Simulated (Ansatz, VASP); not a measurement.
## SnSe2: VASP beside Ansatz

The input POSCAR:

```
SnSe2
1.0
    3.8407286968      0.0000000000      0.0000000000
   -1.9203643484      3.3261686204      0.0000000000
    0.0000000000      0.0000000000      6.5263459053
Sn Se
1 2
Direct
    0.0000000000      0.0000000000      0.0000000000
    0.3333333333      0.6666666667      0.2411469470
    0.6666666667      0.3333333333      0.7588530530
```

File INCAR.step1:

```
PREC = Accurate ; ENCUT = 520
ISMEAR = 0 ; SIGMA = 0.02
LREAL = False ; LASPH = True
NELM = 100 ; NBANDS = 20
GGA = PE ; ALGO = Normal
EDIFF = 1E-4 ; LWAVE = True
LCHARG = False
```

Contents of INCAR.step2:

```
PREC = Accurate ; ENCUT = 520
EDIFF = 1E-6 ; ISMEAR = 0
SIGMA = 0.02 ; LREAL = False
LASPH = True ; NELM = 100
ALGO = Normal ; ISIF = 2
LWAVE = False ; LCHARG = False
METAGGA = R2SCAN ; LMIXTAU = True
NBANDS = 20 ; ISTART = 1
```

KPOINTS

```
regular mesh
0
Gamma
  9 9 4
```

Input for Ansatz:

```yaml
crystal:
  lattice:
    - [3.8407286968, 0.0, 0.0]
    - [-1.9203643484, 3.3261686204, 0.0]
    - [0.0, 0.0, 6.5263459053]
  atoms:
    - { symbol: Sn, position: [0.0, 0.0, 0.0] }
    - { symbol: Se, position: [0.3333333333, 0.6666666667, 0.241146947] }
    - { symbol: Se, position: [0.6666666667, 0.3333333333, 0.758853053] }
basis:
  ecutwfc: 500
kpoints:
  mp_grid: { grid: [9, 9, 4] }
  band_path:
    path:
      - [[0.0, 0.0, 0.0], [0.5, 0.0, 0.0], [0.33333333, 0.33333333, 0.0], [0.0, 0.0, 0.0], [0.0, 0.0, 0.5], [0.5, 0.0, 0.5], [0.33333333, 0.33333333, 0.5], [0.0, 0.0, 0.5]]
      - [[0.5, 0.0, 0.5], [0.5, 0.0, 0.0]]
      - [[0.33333333, 0.33333333, 0.5], [0.33333333, 0.33333333, 0.0]]
    npoints: 14
hamiltonian:
  xc: r2scan
scf:
  occupations: { method: gaussian, width: 0.02 }
  n_extra_bands: 7
output:
  forces: true
  stress: true
  eigenvalues: true
  populations: true
  dos: { projected: true, de: 0.02, nscf_kmesh: { grid: [14, 14, 6] } }
  bader: true
  write_density: true
  write_potential: true
  elf: true
  volumetric_format: npy
```

Alike in both runs: task single point; functional r2SCAN; k mesh 9 × 9 × 4; occupations gaussian, width 0.02 eV; no spin polarisation.

|  | VASP | Ansatz |
| --- | --- | --- |
| version | VASP 6.6.1 | Ansatz 0.2.0 |
| potentials or method | VASP PAW PBE potentials, release 64 (Sn_d, Se) | scalar-relativistic, plane waves, PAW |
| plane-wave cutoff (eV) | 520 | 500 |
| valence electrons in the cell | 26 | 46 |

|  | VASP | Ansatz | Ansatz less VASP |
| --- | --- | --- | --- |
| gap on the k mesh at the Fermi level (eV) | 1.09 | 1.09 | -0.003 |
| least direct gap on the mesh (eV) | 1.46 | 1.46 | -0.002 |
| pressure (GPa) | 0.0 | 0.0 | -0.05 |
| rms of the force components (eV/Å) | 0.006 | 0.000 | -0.0058 |

Atom by atom the forces differ by 0.006 eV/Å (rms over components). The two sets of potentials don't hold the same shells in valence.

Caveats: the PAW data sets were made with another functional, which shifts forces and pressure a little (VASP); spin-orbit coupling is left out, which moves the levels of the heavy elements; an odd mesh through Γ misses points on the zone boundary, where band edges often lie.
